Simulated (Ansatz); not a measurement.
InAs: experiment and calculation

**Measured values to compare with.**

From a printed reference work, data compilation, for a bulk crystal of InAs at 298.15 K: lattice constant a 6.05838 Å.

The runs below are set against these values where they give the same quantity.

Theory: DFT PBEsol, scalar-relativistic, plane waves, PAW (Ansatz 0.2.0).

Cutoff 420 eV; k points 12×12×12 on the computed 2-atom cell (Γ-centred); Gaussian smearing, width 0.10 eV; no spin polarisation.

Relaxed structure, symmetry kept:

```cif
data_structure
_symmetry_space_group_name_H-M 'F-43m'
_symmetry_Int_Tables_number 216
_cell_length_a 6.0878
_cell_length_b 6.0878
_cell_length_c 6.0878
_cell_angle_alpha 90.000
_cell_angle_beta 90.000
_cell_angle_gamma 90.000
_cell_volume 225.62
loop_
_atom_site_label
_atom_site_type_symbol
_atom_site_symmetry_multiplicity
_atom_site_Wyckoff_symbol
_atom_site_fract_x
_atom_site_fract_y
_atom_site_fract_z
_atom_site_occupancy
In1 In 4 a 0.00000 0.00000 0.00000 1
As1 As 4 d 0.25000 0.25000 0.75000 1
```

```json
{"Space group": "F-43m (No. 216)", "Volume per atom": "28.20 Å³", "Formation energy from the elements' standard states (uncorrected)": "-0.200 eV/atom", "Kohn–Sham band gap": "zero, with almost no states at the Fermi level", "Density of states at the Fermi level": "0.00 states/eV per cell (so small that it hangs on the mesh: a semimetal, or crossings between mesh points)", "Löwdin character within 0.5 eV of the Fermi level": "As 4p 84 %, In 5p 12 %", "Bulk modulus": "56 GPa", "Its pressure derivative": "4.7", "Bader charges (e)": "In (1 in the cell) 0.70, As (1 in the cell) -0.70"}
```

Against the measured lattice constant a of InAs, 6.05838 Å (298.15 K; a printed reference work, data compilation), the calculated 6.088 Å is off by +0.5 %. The calculation is for 0 K without zero-point motion.